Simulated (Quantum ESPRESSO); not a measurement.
Runs of Quantum ESPRESSO 7.5 on ZrC. The structure is cubic, space group Fm-3m (No. 225). The conventional cell has a = 4.730 Å, b = 4.730 Å, c = 4.730 Å, α = 90.00°, β = 90.00°, γ = 90.00°. Around Zr (site symmetry m-3m) lie 6 C at 2.37 Å. Around C (site symmetry m-3m) lie 6 Zr at 2.37 Å. 

```csv
task,level,potentials or basis,form of the LDA correlation,gap on the mesh (eV),pressure (GPa),V0 of scaled cells (Å³/atom),B0 (GPa)
equation of state,LDA,PseudoDojo 0.4.1 SR LDA standard,PW92,-,-,12.52,(a)
equation of state,rev-vdW-DF2,PseudoDojo 0.4.1 SR PBE standard,-,-,-,12.95,(b)
band structure,PBEsol,PseudoDojo 0.4.1 SR PBEsol standard,-,none,-8.3,-,-
band structure,LDA,PseudoDojo 0.4.1 SR LDA standard,PW92,none,-12.3,-,-
```

Alike in all rows: no spin polarisation; cell as given; k mesh 10 × 10 × 10; cutoff (eV) 1116; smearing fermi-dirac 0.05 eV.

Q: Estimate the missing entries.

A: (a) 247; (b) 227.

Caveats: the potentials were made for another functional, which shifts forces and pressure (some runs).

A k mesh can miss the band edges, and the runs leave out spin-orbit coupling on Zr.

A gap of «none» marks a metal or a gap under the smearing width.

Runs at the PBE level aren't shown here.
